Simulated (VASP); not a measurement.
# ZnS (F-43m) in VASP: further runs

The runs below take ZnS through single point, electron localisation function, relaxation of the atoms, with RPBE, LDA, PBE+D3.

Program: VASP 6.6.1. These are calculated values, not measurements. Logs are shortened: lines on timing, memory, paths and dates and some standing lists are left out, and cuts for length are marked.

**The experiment to reproduce.**

From “Electronic, vibrational, and thermodynamic properties of ZnS (zincblende and rocksalt structure)”, 2009, arxiv:0911.5022, for a bulk crystal of ZnS at 19 K: band gap 3.85 eV (direct).

The results are compared with them further down.

## 1. The crystal as given

It takes space group F-43m (No. 216, cubic). The conventional cell has a = 5.404 Å, b = 5.404 Å, c = 5.404 Å, α = 90.00°, β = 90.00°, γ = 90.00°. Zn (site symmetry -43m) is surrounded by 4 S at 2.34 Å. S (site symmetry -43m) is surrounded by 4 Zn at 2.34 Å.

## 2. Single point, RPBE

Input file INCAR:

```
SYSTEM = ZnS
PREC = Accurate ; ENCUT = 520
EDIFF = 1E-6 ; ISMEAR = 0
SIGMA = 0.05 ; LREAL = .False.
LASPH = .True. ; NELM = 60
ALGO = Normal ; ISIF = 2
LWAVE = .False. ; LCHARG = .False.
GGA = RP ; NBANDS = 16
```

Input file KPOINTS:

```
regular mesh
0
Gamma
  9 9 9
  0 0 0
```

Input file POSCAR:

```
ZnS
1.0
    0.0000000000      2.7020000000      2.7020000000
    2.7020000000      0.0000000000      2.7020000000
    2.7020000000      2.7020000000      0.0000000000
Zn S
1 1
Direct
    0.7500000000      0.7500000000      0.7500000000
    0.0000000000      0.0000000000      0.0000000000
```

Potentials or basis: VASP PAW PBE potentials, release 54 (Zn, S).

The run is started by

```sh
$ cat potpaw_PBE.54/Zn/POTCAR potpaw_PBE.54/S/POTCAR > POTCAR
$ mpirun -np 1 vasp_std > vasp.out
```

OUTCAR:

```text
SYSTEM = ZnS
   PREC = Accurate
   ENCUT = 520
   EDIFF = 1E-6
   ISMEAR = 0
   LREAL = .False.
   LASPH = .True.
   NELM = 60
   ISIF = 2
   GGA = RP

 ion  position               nearest neighbor table
   1  0.750  0.750  0.750-   2 2.34   2 2.34   2 2.34   2 2.34
   2  0.000  0.000  0.000-   1 2.34   1 2.34   1 2.34   1 2.34

  LATTYP: Found a face centered cubic cell.
 ALAT       =     5.4040000000

  Lattice vectors:

 A1 = (   0.0000000000,   2.7020000000,   2.7020000000)
 A2 = (   2.7020000000,   0.0000000000,   2.7020000000)
 A3 = (   2.7020000000,   2.7020000000,   0.0000000000)

Analysis of symmetry for initial positions (statically):
=====================================================================
 Subroutine PRICEL returns:
 Original cell was already a primitive cell.

 Routine SETGRP: Setting up the symmetry group for a
 face centered cubic supercell.

 Subroutine GETGRP returns: Found 24 space group operations
 (whereof 24 operations were pure point group operations)
 out of a pool of 48 trial point group operations.

The static configuration has the point symmetry T_d .

Analysis of symmetry for dynamics (positions and initial velocities):
=====================================================================
 Subroutine PRICEL returns:
 Original cell was already a primitive cell.

 Routine SETGRP: Setting up the symmetry group for a
 face centered cubic supercell.

 Subroutine GETGRP returns: Found 24 space group operations
 (whereof 24 operations were pure point group operations)
 out of a pool of 48 trial point group operations.

The dynamic configuration has the point symmetry T_d .

 Subroutine INISYM returns: Found 24 space group operations
 (whereof 24 operations are pure point group operations),
 and found     1 'primitive' translations

----------------------------------------------------------------------------------------

                                     Primitive cell

  volume of cell :      39.4535

  direct lattice vectors                    reciprocal lattice vectors
     0.000000000  2.702000000  2.702000000    -0.185048113  0.185048113  0.185048113
     2.702000000  0.000000000  2.702000000     0.185048113 -0.185048113  0.185048113
     2.702000000  2.702000000  0.000000000     0.185048113  0.185048113 -0.185048113

  length of vectors
     3.821205046  3.821205046  3.821205046     0.320512733  0.320512733  0.320512733

  position of ions in fractional coordinates (direct lattice)
     0.750000000  0.750000000  0.750000000
     0.000000000  0.000000000  0.000000000

  ion indices of the primitive-cell ions
   primitive index   ion index
                 1           1
                 2           2

----------------------------------------------------------------------------------------

 KPOINTS: regular mesh

Automatic generation of k-mesh.
 Grid dimensions read from file:
 generate k-points for:    9    9    9

 Generating k-lattice:

  Cartesian coordinates                     Fractional coordinates (reciprocal lattice)
    -0.020560901  0.020560901  0.020560901     0.111111111  0.000000000  0.000000000
     0.020560901 -0.020560901  0.020560901     0.000000000  0.111111111  0.000000000
     0.020560901  0.020560901 -0.020560901     0.000000000  0.000000000  0.111111111

  Length of vectors
     0.035612526  0.035612526  0.035612526

  Shift w.r.t. Gamma in fractional coordinates (k-lattice)
     0.000000000  0.000000000  0.000000000

 Subroutine IBZKPT returns following result:
 ===========================================

 Found     35 irreducible k-points:

 Following reciprocal coordinates:
            Coordinates               Weight
  0.000000  0.000000  0.000000      1.000000
  0.111111  0.000000  0.000000      8.000000
  0.222222  0.000000  0.000000      8.000000
  0.333333  0.000000  0.000000      8.000000
  0.444444  0.000000  0.000000      8.000000
  0.111111  0.111111  0.000000      6.000000
[... 16 lines left out ...]
 -0.333333  0.333333  0.000000     12.000000
  0.444444  0.444444  0.000000      6.000000
 [... further k-points ...]
   k-points           NKPTS =     35   k-points in BZ     NKDIM =     35   number of bands    NBANDS=     16
   number of dos      NEDOS =    301   number of ions     NIONS =      2
   total plane-waves  NPLWV =  21952
   dimension x,y,z NGX =    28 NGY =   28 NGZ =   28
   dimension x,y,z NGXF=    56 NGYF=   56 NGZF=   56
   ions per type =               1   1
   NGX,Y,Z   is equivalent  to a cutoff of  12.18, 12.18, 12.18 a.u.
   NGXF,Y,Z  is equivalent  to a cutoff of  24.36, 24.36, 24.36 a.u.
 SYSTEM =  ZnS
   PREC   = accura    normal or accurate (medium, high low for compatibility)
   ISTART =      0    job   : 0-new  1-cont  2-samecut
   ICHARG =      2    charge: 1-file 2-atom 10-const
   ISPIN  =      1    spin polarized calculation?
   LNONCOLLINEAR =      F non collinear calculations
   LSORBIT =      F    spin-orbit coupling
   LASPH  =      T    aspherical Exc in radial PAW
   ENCUT  =  520.0 eV  38.22 Ry    6.18 a.u.   7.10  7.10  7.10*2*pi/ulx,y,z
   NELM   =     60;   NELMIN=  2; NELMDL= -5     # of ELM steps
   EDIFF  = 0.1E-05   stopping-criterion for ELM
   LREAL  =      F    real-space projection
   EDIFFG = 0.1E-04   stopping-criterion for IOM
   NSW    =      0    number of steps for IOM
   IBRION =     -1    ionic relax: 0-MD 1-quasi-New 2-CG
   NFREE  =      0    steps in history (QN), initial steepest desc. (CG)
   ISIF   =      2    stress and relaxation
   ISYM   =      2    0-nonsym 1-usesym 2-fastsym
   POTIM  = 0.5000    time-step for ionic-motion
   TEBEG  =    0.0;   TEEND  =   0.0 temperature during run
   PSTRESS=    0.0 pullay stress
   NELECT =      18.0000    total number of electrons
   NUPDOWN=      -1.0000    fix difference up-down
   EMIN   =  10.00;   EMAX   =-10.00  energy-range for DOS
   EFERMI =   0.00;   METHOD = LEGACY
   ISMEAR =     0;   SIGMA  =   0.05  broadening in eV -4-tet -1-fermi 0-gaus
   EFERMI_NEDOS =   21; number of points for ismear=-14 and -15
   IALGO  =     38    algorithm
   IMIX   =      4    mixing-type and parameters
     AMIX     =   0.40;   BMIX     =  1.00
     AMIX_MAG =   1.60;   BMIX_MAG =  1.00
  volume/ion in A,a.u.               =      19.73       133.12
  Fermi-wavevector in a.u.,A,eV,Ry     =   1.260290  2.381602 21.610537  1.588330
  Thomas-Fermi vector in A             =   2.393807
   LORBIT       =      0    0 simple, 1 ext, 2 COOP (PROOUT), +10 PAW based schemes
   GGA     = RP    functional components
   LHFCALC =     F    Hartree Fock is set to
   AEXX    =    0.0000 exact exchange contribution
   IVDW    =     0    specifies the selected vdW correction
   LEPSILON=     F    determine dielectric tensor
   LRPA    =     F    only Hartree local field effects (RPA)
 non-spin polarized calculation
 Gauss-broadening in eV      SIGMA  =   0.05
  energy-cutoff  :      520.00
  volume of cell :       39.45
 maximum number of plane-waves:      1073
   NGX = 15   NGY = 15   NGZ = 15

 number of electron      18.0000000 magnetization

 Free energy of the ion-electron system (eV)
  ---------------------------------------------------
  ext. energy  EPLUGINS =         0.00000000
  ---------------------------------------------------
  free energy    TOTEN  =        -6.17399047 eV

  energy without entropy =       -6.17399047  energy(sigma->0) =       -6.17399047

 E-fermi :   2.4731     XC(G=0):  -9.4103

 val. band max:        2.2194580325   @ k =   0.0000   0.0000   0.0000
 cond. band min:       4.5006914388   @ k =   0.0000   0.0000   0.0000
 fundamental gap:      2.2812334063
 Fermi energy:         2.4730932525

 k-point     1 :       0.0000    0.0000    0.0000
  band No.  band energies     occupation
      1     -10.9046      2.00000
      2      -4.0735      2.00000
      3      -4.0735      2.00000
      4      -4.0735      2.00000
      5      -3.5702      2.00000
      6      -3.5702      2.00000
[... 8 lines left out ...]
     15      13.9571      0.00000
     16      14.3565      0.00000

 k-point     2 :       0.1111    0.0000    0.0000
  band No.  band energies     occupation
      1     -10.8126      2.00000
      2      -4.0723      2.00000
      3      -4.0566      2.00000
      4      -4.0566      2.00000
      5      -3.5716      2.00000
      6      -3.5716      2.00000
[... 8 lines left out ...]
     15      13.4799      0.00000
     16      15.0249      0.00000

 k-point     3 :       0.2222    0.0000    0.0000
  band No.  band energies     occupation
      1     -10.5648      2.00000
      2      -4.0418      2.00000
      3      -4.0168      2.00000
      4      -4.0168      2.00000
      5      -3.5703      2.00000
      6      -3.5703      2.00000
[... 8 lines left out ...]
     15      13.1523      0.00000
     16      14.8374      0.00000

 k-point     4 :       0.3333    0.0000    0.0000
  band No.  band energies     occupation
      1     -10.2506      2.00000
      2      -3.9789      2.00000
      3      -3.9789      2.00000
      4      -3.9036      2.00000
      5      -3.5581      2.00000
      6      -3.5581      2.00000
[... 8 lines left out ...]
     15      13.8306      0.00000
     16      14.3206      0.00000

 k-point     5 :       0.4444    0.0000    0.0000
  band No.  band energies     occupation
      1     -10.0219      2.00000
      2      -3.9598      2.00000
      3      -3.9598      2.00000
      4      -3.5502      2.00000
      5      -3.5423      2.00000
      6      -3.5423      2.00000
[... 8 lines left out ...]
     15      15.2168      0.00000
     16      15.2168      0.00000

 k-point     6 :       0.1111    0.1111    0.0000
  band No.  band energies     occupation
      1     -10.7820      2.00000
      2      -4.0886      2.00000
      3      -4.0424      2.00000
      4      -4.0424      2.00000
      5      -3.5834      2.00000
      6      -3.5614      2.00000
[... 8 lines left out ...]
     15      14.1147      0.00000
     16      15.3808      0.00000

 k-point     7 :       0.2222    0.1111    0.0000
  band No.  band energies     occupation
      1     -10.5857      2.00000
      2      -4.0841      2.00000
      3      -4.0019      2.00000
      4      -4.0015      2.00000
      5      -3.5916      2.00000
      6      -3.5532      2.00000
[... 8 lines left out ...]
     15      14.0386      0.00000
     16      16.0116      0.00000

 k-point     8 :       0.3333    0.1111    0.0000
  band No.  band energies     occupation
      1     -10.2909      2.00000
      2      -4.0216      2.00000
      3      -3.9588      2.00000
      4      -3.9332      2.00000
      5      -3.5801      2.00000
      6      -3.5426      2.00000
[... 8 lines left out ...]
     15      14.4679      0.00000
     16      15.3902      0.00000

 k-point     9 :       0.4444    0.1111    0.0000
  band No.  band energies     occupation
      1     -10.0275      2.00000
      2      -3.9680      2.00000
      3      -3.9354      2.00000
      4      -3.7169      2.00000
      5      -3.5349      2.00000
      6      -3.5215      2.00000
[... 8 lines left out ...]
     15      15.3969      0.00000
     16      15.5433      0.00000
[... 172 lines left out ...]
 k-point    19 :      -0.2222    0.2222    0.0000
  band No.  band energies     occupation
      1     -10.1401      2.00000
      2      -3.9545      2.00000
      3      -3.9434      2.00000
      4      -3.8889      2.00000
      5      -3.5894      2.00000
      6      -3.5226      2.00000
[... 8 lines left out ...]
     15      15.8837      0.00000
     16      16.5846      0.00000

 k-point    20 :       0.3333    0.3333    0.0000
  band No.  band energies     occupation
      1     -10.0309      2.00000
      2      -4.1158      2.00000
      3      -3.8355      2.00000
      4      -3.8355      2.00000
      5      -3.5786      2.00000
      6      -3.5134      2.00000
[... 8 lines left out ...]
     15      15.2173      0.00000
     16      19.3916      0.00000

 k-point    21 :       0.4444    0.3333    0.0000
  band No.  band energies     occupation
      1      -9.8377      2.00000
      2      -4.0715      2.00000
      3      -3.7929      2.00000
      4      -3.7783      2.00000
      5      -3.5087      2.00000
      6      -3.4799      2.00000
[... 8 lines left out ...]
     15      15.8335      0.00000
     16      17.5779      0.00000

 k-point    22 :      -0.4444    0.3333    0.0000
  band No.  band energies     occupation
      1      -9.7264      2.00000
      2      -4.0000      2.00000
      3      -3.7911      2.00000
      4      -3.7028      2.00000
      5      -3.5257      2.00000
      6      -3.2844      2.00000
[... 8 lines left out ...]
     15      15.2476      0.00000
     16      17.4794      0.00000

 k-point    23 :      -0.3333    0.3333    0.0000
  band No.  band energies     occupation
      1      -9.7577      2.00000
      2      -3.9616      2.00000
      3      -3.8300      2.00000
      4      -3.6270      2.00000
      5      -3.5546      2.00000
      6      -3.2928      2.00000
[... 8 lines left out ...]
     15      13.9411      0.00000
     16      18.8550      0.00000

 k-point    24 :       0.4444    0.4444    0.0000
  band No.  band energies     occupation
      1      -9.7244      2.00000
      2      -4.0984      2.00000
      3      -3.7423      2.00000
      4      -3.7423      2.00000
      5      -3.4967      2.00000
      6      -3.4107      2.00000
[... 8 lines left out ...]
     15      15.7843      0.00000
     16      17.2844      0.00000

 [... further k-points ...]

------------------------ aborting loop because EDIFF is reached ----------------------------------------

  FORCE on cell =-STRESS in cart. coord.  units (eV):
  Direction    XX          YY          ZZ          XY          YZ          ZX
  --------------------------------------------------------------------------------------
  -------------------------------------------------------------------------------------
  Total        1.0628021      1.0628021      1.0628021     -0.0000000     -0.0000000     -0.0000000
  in kB       43.1595537     43.1595537     43.1595537     -0.0000000     -0.0000000     -0.0000000
  external PRESSURE =      43.1595537 kB  Pullay stress =       0.0000000 kB

 VOLUME and BASIS-vectors are now :
 -----------------------------------------------------------------------------
  energy-cutoff  :      520.00
  volume of cell :       39.45
      direct lattice vectors                 reciprocal lattice vectors
     0.000000000  2.702000000  2.702000000    -0.185048113  0.185048113  0.185048113
     2.702000000  0.000000000  2.702000000     0.185048113 -0.185048113  0.185048113
     2.702000000  2.702000000  0.000000000     0.185048113  0.185048113 -0.185048113

 POSITION                                       TOTAL-FORCE (eV/Angst)
 -----------------------------------------------------------------------------------
      4.05300      4.05300      4.05300         0.000000      0.000000      0.000000
      0.00000      0.00000      0.00000        -0.000000     -0.000000     -0.000000
 -----------------------------------------------------------------------------------
    total drift:                                0.000001      0.000001      0.000001

  FREE ENERGIE OF THE ION-ELECTRON SYSTEM (eV)
  ---------------------------------------------------
  free  energy   TOTEN  =        -6.1739904677 eV

  energy  without entropy=       -6.1739904677  energy(sigma->0) =       -6.17399047
```

Wall time 21 s (1 thread of Intel Xeon Platinum 8375C at 2.90GHz (Ice Lake), shared host); peak memory 0.16 GiB.

What came out:

| Property | Result |
| --- | --- |
| Free energy | -6.1740 eV |
| Pressure | 4.3 GPa |
| Band gap on the k mesh | 2.28 eV, direct |

Caveat: the PAW data sets were made with another functional, which shifts forces and pressure a little.

[end of part 1 of 2]
